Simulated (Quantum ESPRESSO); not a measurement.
# FeO (Wuestite) (R-3m) in Quantum ESPRESSO: band structure with PBEsol

Aim: the band structure of FeO (Wuestite) with PBEsol.

All numbers are computed with Quantum ESPRESSO 7.5; they aren't measurements. Logs are shortened: lines on timing, memory, paths and dates and some standing lists are left out, and cuts for length are marked.

## (1) The crystal as given

The structure is trigonal, space group R-3m (No. 166). Conventional cell: a = 3.038 Å, b = 3.038 Å, c = 7.559 Å, α = 90.00°, β = 90.00°, γ = 120.00°. Around Fe (site symmetry -3m) lie 6 O at 2.16 Å. Around O (site symmetry -3m) lie 6 Fe at 2.16 Å.

## (2) Band structure, PBEsol, collinear spin, ferromagnetic start

Contents of pw.in:

```
&CONTROL
  calculation = 'scf'
  prefix = 'pwscf'
  outdir = './tmp'
  pseudo_dir = './pseudo'
  tprnfor = .true.
  tstress = .true.
  disk_io = 'low'
/
&SYSTEM
  ibrav = 0
  celldm(1) = 8
  nat = 2
  ntyp = 2
  ecutwfc = 56
  ecutrho = 448
  nbnd = 21
  occupations = 'smearing'
  smearing = 'fd'
  degauss = 0.00367493
  nspin = 2
  starting_magnetization(1) = 0.1875
  starting_magnetization(2) = 0
/
&ELECTRONS
  conv_thr = 4d-10
  electron_maxstep = 120
  mixing_beta = 0.3
/
ATOMIC_SPECIES
Fe    55.8450 fe_pbesol_v1.5.uspp.F.UPF
O     15.9990 o_pbesol_v1.2.uspp.F.UPF
CELL_PARAMETERS alat
  0.3587694422130   0.2071356340402   0.5951638772153
 -0.3587694422130   0.2071356340402   0.5951638772153
  0.0000000000000  -0.4142712680803   0.5951638772153
ATOMIC_POSITIONS crystal
Fe     0.0000000000    0.0000000000    0.0000000000
O      0.5000000000    0.5000000000    0.5000000000
K_POINTS automatic
11 11 11 0 0 0
```

Contents of bands.in:

```
&CONTROL
  calculation = 'bands'
  prefix = 'pwscf'
  outdir = './tmp'
  pseudo_dir = './pseudo'
  disk_io = 'low'
  verbosity = 'high'
/
&SYSTEM
  ibrav = 0
  celldm(1) = 8
  nat = 2
  ntyp = 2
  ecutwfc = 56
  ecutrho = 448
  nbnd = 21
  occupations = 'smearing'
  smearing = 'fd'
  degauss = 0.00367493
  nspin = 2
  starting_magnetization(1) = 0.1875
  starting_magnetization(2) = 0
/
&ELECTRONS
  conv_thr = 1d-08
  electron_maxstep = 120
  mixing_beta = 0.3
  diago_full_acc = .true.
  startingwfc = 'random'
/
ATOMIC_SPECIES
Fe    55.8450 fe_pbesol_v1.5.uspp.F.UPF
O     15.9990 o_pbesol_v1.2.uspp.F.UPF
CELL_PARAMETERS alat
  0.3587694422130   0.2071356340402   0.5951638772153
 -0.3587694422130   0.2071356340402   0.5951638772153
  0.0000000000000  -0.4142712680803   0.5951638772153
ATOMIC_POSITIONS crystal
Fe     0.0000000000    0.0000000000    0.0000000000
O      0.5000000000    0.5000000000    0.5000000000
K_POINTS crystal
60
 0.0000000000  0.0000000000  0.0000000000 1
 0.0714285714  0.0000000000  0.0000000000 1
 0.1428571429  0.0000000000  0.0000000000 1
 0.2142857143  0.0000000000  0.0000000000 1
 0.2857142857  0.0000000000  0.0000000000 1
 0.3571428571  0.0000000000  0.0000000000 1
 0.4285714286  0.0000000000  0.0000000000 1
 0.5000000000  0.0000000000  0.0000000000 1
 0.5000000000  0.0412361953 -0.0412361953 1
 0.5000000000  0.0824723906 -0.0824723906 1
 0.5000000000  0.1237085860 -0.1237085860 1
 0.5000000000  0.1649447813 -0.1649447813 1
 0.5000000000  0.2061809766 -0.2061809766 1
 0.5000000000  0.2474171719 -0.2474171719 1
 0.7525828281  0.5000000000  0.2474171719 1
 0.7104856901  0.5000000000  0.2895143099 1
 0.6683885521  0.5000000000  0.3316114479 1
 0.6262914140  0.5000000000  0.3737085860 1
 0.5841942760  0.5000000000  0.4158057240 1
 0.5420971380  0.5000000000  0.4579028620 1
 0.5000000000  0.5000000000  0.5000000000 1
 0.4375000000  0.4375000000  0.4375000000 1
 0.3750000000  0.3750000000  0.3750000000 1
 0.3125000000  0.3125000000  0.3125000000 1
 0.2500000000  0.2500000000  0.2500000000 1
 0.1875000000  0.1875000000  0.1875000000 1
 0.1250000000  0.1250000000  0.1250000000 1
 0.0625000000  0.0625000000  0.0625000000 1
 0.0000000000  0.0000000000  0.0000000000 1
 0.0373708586  0.0000000000 -0.0373708586 1
 0.0747417172  0.0000000000 -0.0747417172 1
 0.1121125758  0.0000000000 -0.1121125758 1
 0.1494834344  0.0000000000 -0.1494834344 1
 0.1868542930  0.0000000000 -0.1868542930 1
 0.2242251516  0.0000000000 -0.2242251516 1
 0.2615960102  0.0000000000 -0.2615960102 1
 0.2989668688  0.0000000000 -0.2989668688 1
 0.3363377274  0.0000000000 -0.3363377274 1
 0.3737085860  0.0000000000 -0.3737085860 1
 0.6262914140  0.3737085860  0.0000000000 1
 0.5841942760  0.4158057240  0.0000000000 1
 0.5420971380  0.4579028620  0.0000000000 1
 0.5000000000  0.5000000000  0.0000000000 1
 0.5420971380  0.5420971380  0.0824723906 1
 0.5841942760  0.5841942760  0.1649447813 1
 0.6262914140  0.6262914140  0.2474171719 1
 0.6082497835  0.6082497835  0.2835004331 1
 0.5902081529  0.5902081529  0.3195836942 1
 0.5721665223  0.5721665223  0.3556669554 1
 0.5541248917  0.5541248917  0.3917502165 1
 0.5360832612  0.5360832612  0.4278334777 1
 0.5180416306  0.5180416306  0.4639167388 1
 0.5000000000  0.5000000000  0.5000000000 1
 0.5000000000  0.0000000000  0.0000000000 1
 0.5420971380  0.0622847643  0.0622847643 1
 0.5841942760  0.1245695287  0.1245695287 1
 0.6262914140  0.1868542930  0.1868542930 1
 0.6683885521  0.2491390573  0.2491390573 1
 0.7104856901  0.3114238216  0.3114238216 1
 0.7525828281  0.3737085860  0.3737085860 1
```

Potentials or basis: GBRV 1.5 PBEsol.

Command:

```console
> OMP_NUM_THREADS=1 mpirun -n 2 pw.x -nk 2 -in pw.in > pw.out
> OMP_NUM_THREADS=1 mpirun -n 2 pw.x -nk 2 -in bands.in > bands.out
```

pw.out:

```text
This program is part of the open-source Quantum ESPRESSO suite
     for quantum simulation of materials; please cite
         "P. Giannozzi et al., J. Phys.:Condens. Matter 21 395502 (2009);
         "P. Giannozzi et al., J. Phys.:Condens. Matter 29 465901 (2017);
         "P. Giannozzi et al., J. Chem. Phys. 152 154105 (2020);
     in publications or presentations arising from this work. More details at

     Message from routine setup:
     using ibrav=0 with symmetry is DISCOURAGED, use correct ibrav instead

     K-points division:     npool     =       2
     Subspace diagonalization in iterative solution of the eigenvalue problem:
     a serial algorithm will be used

     G-vector sticks info
     --------------------
     sticks:   dense  smooth     PW     G-vecs:    dense   smooth      PW
     Sum        1035     513    163                21837     7727    1459

     Using Slab Decomposition

     bravais-lattice index     =            0
     lattice parameter (alat)  =       8.0000  a.u.
     unit-cell volume          =     135.8714 (a.u.)^3
     number of atoms/cell      =            2
     number of atomic types    =            2
     number of electrons       =        22.00
     number of Kohn-Sham states=           21
     kinetic-energy cutoff     =      56.0000  Ry
     charge density cutoff     =     448.0000  Ry
     scf convergence threshold =      4.0E-10
     mixing beta               =       0.3000
     number of iterations used =            8  plain     mixing
     Exchange-correlation= SLA  PW   PSX  PSC
                           (   1   4  10   8   0   0   0)

     celldm(1)=   8.000000  celldm(2)=   0.000000  celldm(3)=   0.000000
     celldm(4)=   0.000000  celldm(5)=   0.000000  celldm(6)=   0.000000

     crystal axes: (cart. coord. in units of alat)
               a(1) = (   0.358769   0.207136   0.595164 )
               a(2) = (  -0.358769   0.207136   0.595164 )
               a(3) = (   0.000000  -0.414271   0.595164 )

     reciprocal axes: (cart. coord. in units 2 pi/alat)
               b(1) = (  1.393653  0.804626  0.560070 )
               b(2) = ( -1.393653  0.804626  0.560070 )
               b(3) = (  0.000000 -1.609252  0.560070 )

     PseudoPot. # 1 for Fe read from file:
     fe_pbesol_v1.5.uspp.F.UPF
     Pseudo is Ultrasoft + core correction, Zval = 16.0
     Generated by new atomic code, or converted to UPF format
     Using radial grid of  861 points,  6 beta functions with:
                l(1) =   0
                l(2) =   0
                l(3) =   1
                l(4) =   1
                l(5) =   2
                l(6) =   2
     Q(r) pseudized with  8 coefficients,  rinner =    1.000   1.000   1.000
                                                       1.000   1.000

     PseudoPot. # 2 for O  read from file:
     o_pbesol_v1.2.uspp.F.UPF
     Pseudo is Ultrasoft + core correction, Zval =  6.0
     Generated by new atomic code, or converted to UPF format
     Using radial grid of  737 points,  5 beta functions with:
                l(1) =   0
                l(2) =   0
                l(3) =   1
                l(4) =   1
                l(5) =   2
     Q(r) pseudized with  8 coefficients,  rinner =    0.900   0.900   0.900
                                                       0.900   0.900

     atomic species   valence    mass     pseudopotential
     Fe               16.00    55.84500     Fe( 1.00)
     O                 6.00    15.99900     O ( 1.00)

     Starting magnetic structure
     atomic species   magnetization
     Fe              0.188
     O               0.000

     12 Sym. Ops., with inversion, found

   Cartesian axes

     site n.     atom                  positions (alat units)
         1        Fe     tau(   1) = (   0.0000000   0.0000000   0.0000000  )
         2        O      tau(   2) = (   0.0000000   0.0000000   0.8927458  )

     number of k points=   146  Fermi-Dirac smearing, width (Ry)=  0.0037

     Number of k-points >= 100: set verbosity='high' to print them.

     Dense  grid:    21837 G-vectors     FFT dimensions: (  40,  40,  40)

     Smooth grid:     7727 G-vectors     FFT dimensions: (  27,  27,  27)

     Check: negative core charge=   -0.000030
     Generating pointlists ...
     new r_m :   0.2104 (alat units)  1.6832 (a.u.) for type    1
     new r_m :   0.2104 (alat units)  1.6832 (a.u.) for type    2

     Initial potential from superposition of free atoms

     starting charge      21.0000, renormalised to      22.0000
     Starting wfcs are   17 randomized atomic wfcs +    4 random wfcs

     Self-consistent Calculation

     iteration #  1     ecut=    56.00 Ry     beta= 0.30
     Davidson diagonalization with overlap
     ethr =  1.00E-02,  avg # of iterations =  5.4

     total energy              =    -282.23057539 Ry
     estimated scf accuracy    <       0.66667547 Ry

     total magnetization       =     3.85 Bohr mag/cell
     absolute magnetization    =     3.85 Bohr mag/cell

     iteration #  2     ecut=    56.00 Ry     beta= 0.30
     Davidson diagonalization with overlap
     ethr =  3.03E-03,  avg # of iterations =  1.9

     total energy              =    -282.36157333 Ry
     estimated scf accuracy    <       0.17017794 Ry

     total magnetization       =     3.36 Bohr mag/cell
     absolute magnetization    =     3.36 Bohr mag/cell

     iteration #  3     ecut=    56.00 Ry     beta= 0.30
     Davidson diagonalization with overlap
     ethr =  7.74E-04,  avg # of iterations =  1.2

     total energy              =    -282.39916772 Ry
     estimated scf accuracy    <       0.03106422 Ry

     total magnetization       =     3.96 Bohr mag/cell
     absolute magnetization    =     3.96 Bohr mag/cell

     iteration #  4     ecut=    56.00 Ry     beta= 0.30
     Davidson diagonalization with overlap
     ethr =  1.41E-04,  avg # of iterations =  1.8

     total energy              =    -282.40637984 Ry
     estimated scf accuracy    <       0.01410140 Ry

     total magnetization       =     3.98 Bohr mag/cell
     absolute magnetization    =     3.98 Bohr mag/cell

     iteration #  5     ecut=    56.00 Ry     beta= 0.30
     Davidson diagonalization with overlap
     ethr =  6.41E-05,  avg # of iterations =  1.8

     total energy              =    -282.40789293 Ry
     estimated scf accuracy    <       0.00131997 Ry

     total magnetization       =     4.00 Bohr mag/cell
     absolute magnetization    =     4.01 Bohr mag/cell

     iteration #  6     ecut=    56.00 Ry     beta= 0.30
     Davidson diagonalization with overlap
     ethr =  6.00E-06,  avg # of iterations =  3.0

     total energy              =    -282.40818892 Ry
     estimated scf accuracy    <       0.00005973 Ry

     total magnetization       =     4.00 Bohr mag/cell
     absolute magnetization    =     4.01 Bohr mag/cell

     iteration #  7     ecut=    56.00 Ry     beta= 0.30
     Davidson diagonalization with overlap
     ethr =  2.72E-07,  avg # of iterations =  1.8

     total energy              =    -282.40820079 Ry
     estimated scf accuracy    <       0.00001714 Ry

     total magnetization       =     4.00 Bohr mag/cell
     absolute magnetization    =     4.01 Bohr mag/cell

     iteration #  8     ecut=    56.00 Ry     beta= 0.30
     Davidson diagonalization with overlap
     ethr =  7.79E-08,  avg # of iterations =  1.8

     total energy              =    -282.40820941 Ry
     estimated scf accuracy    <       0.00000456 Ry

     total magnetization       =     4.00 Bohr mag/cell
     absolute magnetization    =     4.01 Bohr mag/cell

     iteration #  9     ecut=    56.00 Ry     beta= 0.30
     Davidson diagonalization with overlap
     ethr =  2.07E-08,  avg # of iterations =  1.0

     total energy              =    -282.40820985 Ry
     estimated scf accuracy    <       0.00000111 Ry

     total magnetization       =     4.00 Bohr mag/cell
     absolute magnetization    =     4.01 Bohr mag/cell

     iteration # 10     ecut=    56.00 Ry     beta= 0.30
     Davidson diagonalization with overlap
     ethr =  5.03E-09,  avg # of iterations =  1.4

     total energy              =    -282.40821002 Ry
     estimated scf accuracy    <       0.00000002 Ry

     total magnetization       =     4.00 Bohr mag/cell
     absolute magnetization    =     4.01 Bohr mag/cell

     iteration # 11     ecut=    56.00 Ry     beta= 0.30
     Davidson diagonalization with overlap
     ethr =  7.40E-11,  avg # of iterations =  1.6

     total energy              =    -282.40821004 Ry
     estimated scf accuracy    <          2.0E-09 Ry

     total magnetization       =     4.00 Bohr mag/cell
     absolute magnetization    =     4.01 Bohr mag/cell

     iteration # 12     ecut=    56.00 Ry     beta= 0.30
     Davidson diagonalization with overlap
     ethr =  8.94E-12,  avg # of iterations =  2.0

     Magnetic moment per site  (integrated on atomic sphere of radius R)
     atom   1 (R=0.210)  charge= 13.5392  magn=  3.4584
     atom   2 (R=0.210)  charge=  5.8153  magn=  0.3217

     End of self-consistent calculation

     Number of k-points >= 100: set verbosity='high' to print the bands.

     the Fermi energy is    14.2782 ev

!    total energy              =    -282.40821006 Ry
     estimated scf accuracy    <          1.0E-10 Ry
     smearing contrib. (-TS)   =      -0.00083218 Ry
     internal energy E=F+TS    =    -282.40737788 Ry

     The total energy is F=E-TS. E is the sum of the following terms:
     one-electron contribution =    -137.04889553 Ry
     hartree contribution      =      80.53972938 Ry
     xc contribution           =     -36.20780729 Ry
     ewald contribution        =    -189.69040444 Ry

     total magnetization       =     4.00 Bohr mag/cell
     absolute magnetization    =     4.01 Bohr mag/cell

     convergence has been achieved in  12 iterations

     Forces acting on atoms (cartesian axes, Ry/au):

     atom    1 type  1   force =     0.00000000    0.00000000    0.00000000
     atom    2 type  2   force =     0.00000000    0.00000000    0.00000000

     Total force =     0.000000     Total SCF correction =     0.000000

     Computing stress (Cartesian axis) and pressure

          total   stress  (Ry/bohr**3)                   (kbar)     P=      -93.47
  -0.00061389   0.00000000   0.00000000          -90.31        0.00        0.00
   0.00000000  -0.00061389   0.00000000            0.00      -90.31        0.00
   0.00000000   0.00000000  -0.00067839            0.00        0.00      -99.79

=------------------------------------------------------------------------------=
   JOB DONE.
=------------------------------------------------------------------------------=
```

Run time: 59 s. Hardware: 2 MPI ranks of Arm Neoverse V2, shared host; peak memory 0.26 GiB.

Results:

| Property | Result |
| --- | --- |
| Free energy | -3842.3594 eV |
| Pressure | -9.3 GPa |
| Band gap on the k mesh | none (metal or under the smearing width) |
| Net moment | 4.00 μB per cell |
| Absolute moment | 4.01 μB per cell |
| Site moments | Fe +3.46; O +0.32 μB |
| Valence electrons inside the program's atomic spheres | Fe 13.54; O 5.82 |

Levels at the corners of the path, in eV from the Fermi level:
Spin up:
```tsv
point	band 10	band 11	band 12	band 13	band 14	band 15	band 16	band 17
Γ	-3.96	-3.96	-3.76	-3.76	-0.19	14.88	16.36	16.77
L	-3.16	-2.63	-0.46	-0.43	3.71	8.22	11.97	12.18
B1	-3.16	-2.99	-2.93	-1.83	7.12	8.58	8.72	11.41
B	-3.16	-2.99	-2.93	-1.83	7.12	8.58	8.72	11.41
Z	-3.22	-2.69	-0.47	-0.47	3.83	7.98	12.36	12.36
Γ	-3.96	-3.96	-3.76	-3.76	-0.19	14.88	16.36	16.77
X	-3.07	-2.79	-2.55	-1.79	6.45	8.40	8.41	13.59
Q	-3.07	-2.79	-2.55	-1.79	6.45	8.40	8.41	13.59
F	-3.37	-2.93	-2.93	-2.88	4.94	8.39	10.42	14.20
P1	-3.06	-2.79	-2.58	-1.83	6.44	8.28	8.54	13.84
Z	-3.22	-2.69	-0.47	-0.47	3.83	7.98	12.36	12.36
L	-3.16	-2.63	-0.46	-0.43	3.71	8.22	11.97	12.18
P	-3.06	-2.79	-2.58	-1.83	6.44	8.28	8.54	13.84
```
Spin down:
```csv
point,band 6,band 7,band 8,band 9,band 10,band 11,band 12,band 13
Γ,-3.46,-3.36,-3.36,-0.80,-0.71,-0.71,0.10,0.10
L,-8.16,-5.36,-5.26,0.39,0.47,0.64,2.71,2.74
B1,-6.26,-6.24,-5.68,-0.06,-0.03,0.79,0.98,1.72
B,-6.26,-6.24,-5.68,-0.06,-0.03,0.79,0.98,1.72
Z,-8.21,-5.21,-5.21,0.40,0.40,0.58,2.68,2.68
Γ,-3.46,-3.36,-3.36,-0.80,-0.71,-0.71,0.10,0.10
X,-6.65,-6.26,-5.05,-0.79,0.60,0.69,1.22,1.70
Q,-6.65,-6.26,-5.05,-0.79,0.60,0.69,1.22,1.70
F,-7.04,-4.63,-4.52,-2.18,0.65,0.79,0.79,1.06
P1,-6.67,-6.27,-4.93,-0.87,0.61,0.71,1.21,1.65
Z,-8.21,-5.21,-5.21,0.40,0.40,0.58,2.68,2.68
L,-8.16,-5.36,-5.26,0.39,0.47,0.64,2.71,2.74
P,-6.67,-6.27,-4.93,-0.87,0.61,0.71,1.21,1.65
```

Caveat: a cell with one magnetic atom can't hold antiferromagnetic order, which such compounds often take; semilocal functionals often make such compounds metallic where correlation or magnetic order opens a gap, which also shifts bond lengths. With open d or f shells a metallic result of PBEsol can be an artefact of self-interaction; +U or a hybrid may open a gap.

## (3) The reference run

An earlier run on the cell as given: functional PBEsol; potentials or basis GBRV 1.5 PBEsol; cutoff 762 eV; density cutoff 6095 eV; k mesh 11 × 11 × 11; occupations fermi-dirac, width 0.05 eV; collinear spin, ferromagnetic start; starting moments [3.0, 0.0] μB.

- Pressure: -9.3 GPa
- Band gap on the k mesh: none (metal or under the smearing width)
- Net moment: 4.00 μB per cell
- Absolute moment: 4.01 μB per cell
- Site moments: Fe +3.46; O +0.32 μB
- Valence electrons inside the program's atomic spheres: Fe 13.54; O 5.82
